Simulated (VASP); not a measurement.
Wanted: the native input for a VASP 6.6.1 run.

| Item | Value |
| --- | --- |
| Task | band structure |
| Functional | LDA |
| Potentials or basis | VASP PAW LDA potentials, release 64 (Ga_d, As) |
| Cutoff | 520 eV |
| k mesh | 10 × 10 × 10 |
| Occupations | gaussian, width 0.03 eV |
| Spin | no spin polarisation |
| Further INCAR settings | ALGO = Fast; EDIFF = 1e-06; NBANDS = 16 |

The structure of GaAs lies in POSCAR:

```
GaAs                                    
1.0
    0.0000000000      2.8313993252      2.8313993252
    2.8313993252      0.0000000000      2.8313993252
    2.8313993252      2.8313993252      0.0000000000
  Ga              As            
     1     1
Direct
     0.0000000000000000    0.0000000000000000    0.0000000000000000
     0.2500000000000000    0.2500000000000000    0.2500000000000000
```

These files were run (other wordings do the same):

INCAR

```
ALGO = Fast
EDIFF = 1E-6
ENCUT = 520
GGA = CA
ISIF = 2
ISMEAR = 0
LASPH = T
LCHARG = F
LREAL = F
LWAVE = F
NBANDS = 16
NELM = 80
PREC = Accurate
SIGMA = 0.03
```

KPOINTS

```
k-points
0
Gamma
  10 10 10
```

KPOINTS_OPT

```
explicit points
109
Reciprocal
 0.0000000000  0.0000000000  0.0000000000 1
 0.0555555556  0.0000000000  0.0555555556 1
 0.1111111111  0.0000000000  0.1111111111 1
 0.1666666667  0.0000000000  0.1666666667 1
 0.2222222222  0.0000000000  0.2222222222 1
 0.2777777778  0.0000000000  0.2777777778 1
 0.3333333333  0.0000000000  0.3333333333 1
 0.3888888889  0.0000000000  0.3888888889 1
 0.4444444444  0.0000000000  0.4444444444 1
 0.5000000000  0.0000000000  0.5000000000 1
 0.5000000000  0.0000000000  0.5000000000 1
 0.5000000000  0.0277777778  0.5277777778 1
 0.5000000000  0.0555555556  0.5555555556 1
 0.5000000000  0.0833333333  0.5833333333 1
 0.5000000000  0.1111111111  0.6111111111 1
 0.5000000000  0.1388888889  0.6388888889 1
 0.5000000000  0.1666666667  0.6666666667 1
 0.5000000000  0.1944444444  0.6944444444 1
 0.5000000000  0.2222222222  0.7222222222 1
 0.5000000000  0.2500000000  0.7500000000 1
 0.5000000000  0.2500000000  0.7500000000 1
 0.4861111111  0.2638888889  0.7500000000 1
 0.4722222222  0.2777777778  0.7500000000 1
 0.4583333333  0.2916666667  0.7500000000 1
 0.4444444444  0.3055555556  0.7500000000 1
 0.4305555556  0.3194444444  0.7500000000 1
 0.4166666667  0.3333333333  0.7500000000 1
 0.4027777778  0.3472222222  0.7500000000 1
 0.3888888889  0.3611111111  0.7500000000 1
 0.3750000000  0.3750000000  0.7500000000 1
 0.3750000000  0.3750000000  0.7500000000 1
 0.3333333333  0.3333333333  0.6666666667 1
 0.2916666667  0.2916666667  0.5833333333 1
 0.2500000000  0.2500000000  0.5000000000 1
 0.2083333333  0.2083333333  0.4166666667 1
 0.1666666667  0.1666666667  0.3333333333 1
 0.1250000000  0.1250000000  0.2500000000 1
 0.0833333333  0.0833333333  0.1666666667 1
 0.0416666667  0.0416666667  0.0833333333 1
 0.0000000000  0.0000000000  0.0000000000 1
 0.0000000000  0.0000000000  0.0000000000 1
 0.0555555556  0.0555555556  0.0555555556 1
 0.1111111111  0.1111111111  0.1111111111 1
 0.1666666667  0.1666666667  0.1666666667 1
 0.2222222222  0.2222222222  0.2222222222 1
 0.2777777778  0.2777777778  0.2777777778 1
 0.3333333333  0.3333333333  0.3333333333 1
 0.3888888889  0.3888888889  0.3888888889 1
 0.4444444444  0.4444444444  0.4444444444 1
 0.5000000000  0.5000000000  0.5000000000 1
 0.5000000000  0.5000000000  0.5000000000 1
 0.5138888889  0.4722222222  0.5138888889 1
 0.5277777778  0.4444444444  0.5277777778 1
 0.5416666667  0.4166666667  0.5416666667 1
 0.5555555556  0.3888888889  0.5555555556 1
 0.5694444444  0.3611111111  0.5694444444 1
 0.5833333333  0.3333333333  0.5833333333 1
 0.5972222222  0.3055555556  0.5972222222 1
 0.6111111111  0.2777777778  0.6111111111 1
 0.6250000000  0.2500000000  0.6250000000 1
 0.6250000000  0.2500000000  0.6250000000 1
 0.6111111111  0.2500000000  0.6388888889 1
 0.5972222222  0.2500000000  0.6527777778 1
 0.5833333333  0.2500000000  0.6666666667 1
 0.5694444444  0.2500000000  0.6805555556 1
 0.5555555556  0.2500000000  0.6944444444 1
 0.5416666667  0.2500000000  0.7083333333 1
 0.5277777778  0.2500000000  0.7222222222 1
 0.5138888889  0.2500000000  0.7361111111 1
 0.5000000000  0.2500000000  0.7500000000 1
 0.5000000000  0.2500000000  0.7500000000 1
 0.5000000000  0.2777777778  0.7222222222 1
 0.5000000000  0.3055555556  0.6944444444 1
 0.5000000000  0.3333333333  0.6666666667 1
 0.5000000000  0.3611111111  0.6388888889 1
 0.5000000000  0.3888888889  0.6111111111 1
 0.5000000000  0.4166666667  0.5833333333 1
 0.5000000000  0.4444444444  0.5555555556 1
 0.5000000000  0.4722222222  0.5277777778 1
 0.5000000000  0.5000000000  0.5000000000 1
 0.5000000000  0.5000000000  0.5000000000 1
 0.4861111111  0.4861111111  0.5277777778 1
 0.4722222222  0.4722222222  0.5555555556 1
 0.4583333333  0.4583333333  0.5833333333 1
 0.4444444444  0.4444444444  0.6111111111 1
 0.4305555556  0.4305555556  0.6388888889 1
 0.4166666667  0.4166666667  0.6666666667 1
 0.4027777778  0.4027777778  0.6944444444 1
 0.3888888889  0.3888888889  0.7222222222 1
 0.3750000000  0.3750000000  0.7500000000 1
 0.6250000000  0.2500000000  0.6250000000 1
 0.6111111111  0.2222222222  0.6111111111 1
 0.5972222222  0.1944444444  0.5972222222 1
 0.5833333333  0.1666666667  0.5833333333 1
 0.5694444444  0.1388888889  0.5694444444 1
 0.5555555556  0.1111111111  0.5555555556 1
 0.5416666667  0.0833333333  0.5416666667 1
 0.5277777778  0.0555555556  0.5277777778 1
 0.5138888889  0.0277777778  0.5138888889 1
 0.5000000000  0.0000000000  0.5000000000 1
 0.0000000000  0.0000000000  0.0000000000 1
 0.3750000000  0.3750000000  0.7500000000 1
 0.5000000000  0.5000000000  0.5000000000 1
 0.6250000000  0.2500000000  0.6250000000 1
 0.5000000000  0.2500000000  0.7500000000 1
 0.5000000000  0.0000000000  0.5000000000 1
 0.4000000000  0.0000000000  0.4000000000 1
 0.4250000000  0.0000000000  0.4250000000 1
 0.4500000000  0.0000000000  0.4500000000 1
```

Potentials or basis: VASP PAW LDA potentials, release 64 (Ga_d, As).

Run with:

```console
$ cat potpaw_LDA.64/Ga_d/POTCAR potpaw_LDA.64/As/POTCAR > POTCAR
$ mpirun -np 1 vasp_std > vasp.out
```

It gave:

```yaml
Pressure: -2.0 GPa
Band_gap_on_the_k_mesh: 0.30 eV, direct
Band_gap_along_the_path: 0.30 eV, direct
```

Run time: 46 s on 1 thread of AMD EPYC 9R14 (Zen 4), on a shared host, peak memory 0.17 GiB.
